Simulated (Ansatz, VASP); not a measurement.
## LiH in VASP and in Ansatz

The input POSCAR:

```
LiH
1.0
    2.5016587118      0.0000000000      0.0000000000
    0.0000000000      2.5016587118      0.0000000000
    0.0000000000      0.0000000000      2.3583136676
Li H
1 1
Direct
    0.0000000000      0.0000000000      0.0000000000
    0.5000000000      0.5000000000      0.5000000000
```

INCAR.step1

```
ALGO     = Normal         # electronic algorithm
EDIFF    = 1E-4           # SCF threshold, eV
ENCUT    = 520            # plane-wave cutoff, eV
GGA      = PE             # functional
ISMEAR   = 0              # smearing method
LASPH    = T              # aspherical terms in the spheres
LCHARG   = F              # write CHGCAR
LREAL    = F              # projectors in reciprocal space
LWAVE    = T              # write WAVECAR
NBANDS   = 9              # bands
NELM     = 60             # most SCF steps
PREC     = Accurate       # precision mode
SIGMA    = 0.01           # smearing width, eV
```

The input INCAR.step2:

```
ALGO     = Normal         # electronic algorithm
EDIFF    = 1E-7           # SCF threshold, eV
ENCUT    = 520            # plane-wave cutoff, eV
ISIF     = 2              # what is computed and relaxed
ISMEAR   = 0              # smearing method
ISTART   = 1            
LASPH    = T              # aspherical terms in the spheres
LCHARG   = F              # write CHGCAR
LMIXTAU  = T            
LREAL    = F              # projectors in reciprocal space
LWAVE    = F              # write WAVECAR
METAGGA  = R2SCAN         # meta-GGA
NBANDS   = 9              # bands
NELM     = 60             # most SCF steps
PREC     = Accurate       # precision mode
SIGMA    = 0.01           # smearing width, eV
```

The input KPOINTS:

```
k-points
0
Gamma
  10 10 10
```

Input for Ansatz:

```yaml
crystal:
  lattice:
    - [2.5016587118, 0.0, 0.0]
    - [0.0, 2.5016587118, 0.0]
    - [0.0, 0.0, 2.3583136676]
  atoms:
    - { symbol: Li, position: [0.0, 0.0, 0.0] }
    - { symbol: H, position: [0.5, 0.5, 0.5] }
kpoints:
  mp_grid: { grid: [10, 10, 10] }
  band_path:
    path: [[0.0, 0.0, 0.0], [0.0, 0.5, 0.0], [0.5, 0.5, 0.0], [0.5, 0.5, 0.5]]
    npoints: 1
hamiltonian:
  xc: r2scan
scf:
  occupations: { method: fixed }
  n_extra_bands: 4
output:
  forces: true
  stress: true
  eigenvalues: true
```

Change from the starting cell: uniaxial_z strain -5.7%.

Alike in both runs: task single point; functional r2SCAN; k mesh 10 × 10 × 10; no spin polarisation.

|  | VASP | Ansatz |
| --- | --- | --- |
| version | VASP 6.6.1 | Ansatz 0.2.0 |
| potentials or method | VASP PAW PBE potentials, release 64 (Li_sv, H) | plane waves, PAW |
| plane-wave cutoff (eV) | 520 | 500 |
| occupations | gaussian, width 0.01 eV | fixed |
| valence electrons in the cell | 4 | 4 |

|  | VASP | Ansatz | Ansatz less VASP |
| --- | --- | --- | --- |
| gap on the k mesh at the Fermi level (eV) | 1.03 | 0.83 | -0.199 |

 A k mesh can miss the band edges.
